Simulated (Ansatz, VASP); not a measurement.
Al2O3: VASP beside Ansatz

```
CELL_PARAMETERS angstrom
2.26838 1.30965 4.12686
-2.26838 1.30965 4.12686
0.00000 -2.61930 4.12686
ATOMIC_POSITIONS crystal
Al 0.85213 0.85213 0.85213
Al 0.64787 0.64787 0.64787
Al 0.14787 0.14787 0.14787
Al 0.35213 0.35213 0.35213
O 0.05616 0.44384 0.75000
O 0.75000 0.05616 0.44384
O 0.44384 0.75000 0.05616
O 0.94384 0.55616 0.25000
O 0.25000 0.94384 0.55616
O 0.55616 0.25000 0.94384
```

Alike in both runs: task single point; functional PBE; k mesh 6 × 6 × 6; occupations gaussian, width 0.05 eV; no spin polarisation.

|  | VASP | Ansatz |
| --- | --- | --- |
| version | VASP 6.6.1 | Ansatz 0.2.0 |
| potentials or method | VASP PAW PBE potentials, release 64 (Al, O) | scalar-relativistic, plane waves, PAW |
| plane-wave cutoff (eV) | 520 | 520 |
| valence electrons in the cell | 48 | 48 |

```tsv
	VASP	Ansatz	Ansatz less VASP
gap on the k mesh at the Fermi level (eV)	8.12	8.11	-0.009
least direct gap on the mesh (eV)	8.12	8.11	-0.009
rms of the force components (eV/Å)	0.105	0.106	+0.0014
```

Atom by atom the forces differ by 0.006 eV/Å (rms over components).

 A k mesh can miss the band edges.
